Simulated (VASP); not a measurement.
A run of VASP 6.6.1:

Contents of POSCAR:

```
Si2N
1.0
   -2.0455600000      2.0455600000      2.3983700000
    2.0455600000     -2.0455600000      2.3983700000
    2.0455600000      2.0455600000     -2.3983700000
Si N
2 1
Direct
    0.7500000000      0.2500000000      0.5000000000
    0.2500000000      0.7500000000      0.5000000000
    0.0000000000      0.0000000000      0.0000000000
```

INCAR.step1

```
PREC = Accurate
ENCUT = 520
EDIFF = 1E-7
ISMEAR = 0
SIGMA = 0.02
LREAL = False
LASPH = True
NELM = 100
ALGO = Normal
ISIF = 2
LWAVE = False
LCHARG = True
GGA = PS
```

File KPOINTS.step1:

```
Automatic mesh
0
Gamma
  9 9 9
```

Contents of INCAR.step2:

```
PREC = Accurate
ENCUT = 520
EDIFF = 1E-7
ISMEAR = -5
SIGMA = 0.02
LREAL = False
LASPH = True
NELM = 100
ALGO = Normal
ISIF = 2
LWAVE = False
LCHARG = False
GGA = PS
LORBIT = 11
NEDOS = 1001
ICHARG = 11
```

File KPOINTS.step2:

```
Automatic mesh
0
Gamma
  14 14 14
```

Potentials or basis: VASP PAW PBE potentials, release 64 (Si, N).

The run is started by

```console
$ cat potpaw_PBE.64/Si/POTCAR potpaw_PBE.64/N/POTCAR > POTCAR
$ cp INCAR.step1 INCAR
$ cp KPOINTS.step1 KPOINTS
$ mpirun -np 1 vasp_std > vasp.out
$ cp INCAR.step2 INCAR
$ cp KPOINTS.step2 KPOINTS
$ mpirun -np 1 vasp_std > vasp.out
```

Hardware: 1 thread of Intel(R) Xeon(R) 6975P-C (Granite Rapids) (shared host).

**Question.** Estimate the wall time of this run.

**Answer.** Run time: 37 s on 1 thread of Intel(R) Xeon(R) 6975P-C (Granite Rapids), with other jobs on the host, peak memory 0.21 GiB. Counts: scf iterations 8, k points 244.
